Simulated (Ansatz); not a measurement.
# Te: band structure with PBE0

Te:

```
Te
1.0
     4.45400    0.00000    0.00000
    -2.22700    3.85728    0.00000
     0.00000    0.00000    5.92400
Te
3
Direct
  0.73100 0.73100 0.00000
  0.00000 0.26900 0.66667
  0.26900 0.00000 0.33333
```

```json
{
  "Program": "Ansatz 0.2.0",
  "Task": "band structure",
  "Functional": "PBE0",
  "Potentials or basis": "Ansatz PAW",
  "Cutoff": "420 eV (not typed: the program's choice for these potentials)",
  "k mesh": "4 × 4 × 3",
  "Occupations": "fermi-dirac, width 0.05 eV",
  "Spin": "no spin polarisation",
  "Path": "[[\"G\", \"M\", \"K\", \"G\", \"A\", \"L\", \"H\", \"A\"], [\"L\", \"M\"], [\"K\", \"H\"]]",
  "Points for each segment of the path": "4"
}
```

- Pressure: -0.2 GPa
- Largest force: 0.390 eV/Å
- Band gap along the path: 1.13 eV, indirect (least direct gap 1.15 eV)

Forces in eV/Å, atoms in the order of the input:
```
Te   0.195  0.337  0.000
Te   0.195 -0.337  0.000
Te  -0.390  0.000  0.000
```

Stress tensor (GPa, compression positive):
```
 0.19  0.00  0.00
 0.00  0.19  0.00
 0.00  0.00 -0.96
```

Levels at the corners of the path, in eV from the valence-band top:
```csv
point,band 22,band 23,band 24,band 25,band 26,band 27
Γ,-1.98,-1.98,-1.10,2.09,2.09,2.77
M,-4.05,-1.19,-0.99,1.87,1.96,4.04
K,-3.54,-3.31,-3.16,4.14,4.14,4.46
Γ,-1.98,-1.98,-1.10,2.09,2.09,2.77
A,-1.65,-1.25,-1.25,1.45,1.52,1.52
L,-2.83,-2.47,-0.14,1.65,3.13,3.76
H,-1.13,-0.02,-0.02,1.13,2.39,2.39
A,-1.65,-1.25,-1.25,1.45,1.52,1.52
L,-2.83,-2.47,-0.14,1.65,3.13,3.76
M,-4.05,-1.19,-0.99,1.87,1.96,4.04
K,-3.54,-3.31,-3.16,4.14,4.14,4.46
H,-1.13,-0.02,-0.02,1.13,2.39,2.39
```

Run time: 5.2 min on 2 threads of AMD EPYC 7R43 64-Core Processor (Zen 3) (shared host), peak memory 1 GiB.

Caveat: spin-orbit coupling is left out, which moves the levels of the heavy elements; the PAW data sets come from PBE, with cores solved anew for the run's functional, which leaves a small shift of forces and pressure; the thresholds are loose for stress.
